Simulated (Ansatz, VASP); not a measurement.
One calculation of Ru, two programs

```
Ru
1.0
     2.13469    0.00000    0.00000
     0.00000    2.13469    0.00000
     0.00000    0.00000    2.13469
Ru
1
Direct
  0.00000 0.00000 0.00000
```

Change from the starting cell: volume scaled by 0.65, LAPW.

Alike in both runs: task single point; functional LDA; k mesh 17 × 17 × 17; occupations fermi-dirac, width 0.1 eV; no spin polarisation.

```csv
,VASP,Ansatz
version,VASP 6.6.1,Ansatz 0.2.0
potentials or method,"VASP PAW LDA potentials, release 64 (Ru_pv), cutoff 520 eV","all-electron LAPW, scalar-relativistic"
```

VASP gave:

| Item | Value |
| --- | --- |
| pressure (GPa) | 310.1 |

Estimate Ansatz's values.

pressure (GPa): 301.1.

Ansatz ran all-electron here, so the differences hold the error of VASP's frozen core and of both bases.

Caveats: the cell as given lies far from equilibrium; so large a pressure means that the cell lies far from this level's equilibrium, or that cutoff or potentials fall short (VASP).
